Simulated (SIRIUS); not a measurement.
Runs of SIRIUS 7.12.0 on W. The structure is cubic, space group Im-3m (No. 229). The conventional cell has a = 3.165 Å, b = 3.165 Å, c = 3.165 Å, α = 90.00°, β = 90.00°, γ = 90.00°. Around W (site symmetry m-3m) lie 8 W at 2.74 Å. 

```tsv
task	level	potentials or basis	cutoff (eV)	energy tol	density tol	mixer	mixing beta	max scf	gap on the mesh (eV)	pressure (GPa)
single point	PBEsol	PseudoDojo 0.4.1 PBE standard (scalar relativistic)	1030	1e-08 Ha	1e-06	anderson	0.7	100	none	-2.1
single point	PBE	SG15 1.2 PBE (norm-conserving)	1102	1e-08 Ha	1e-06	anderson	0.7	100	none	6.2
single point	WC	PseudoDojo 0.4.1 PBE standard (scalar relativistic)	1030	1e-08 Ha	1e-06	anderson	0.7	100	none	-0.7
single point	BLYP	PseudoDojo 0.4.1 PBE standard (scalar relativistic)	1030	1e-08 Ha	1e-06	anderson	0.7	100	none	(a)
```

Alike in all rows: no spin polarisation; cell as given; k mesh 12 × 12 × 12; smearing fermi-dirac 0.05 eV.

Problem. Fill in the values left out.

Solution. (a) 15.4.

Caveats: the potentials were made for another functional, which shifts forces and pressure (some runs).

A k mesh can miss the band edges, and the runs leave out spin-orbit coupling on W.

A gap of «none» marks a metal or a gap under the smearing width.

The runs don't all hold the same shells in valence.
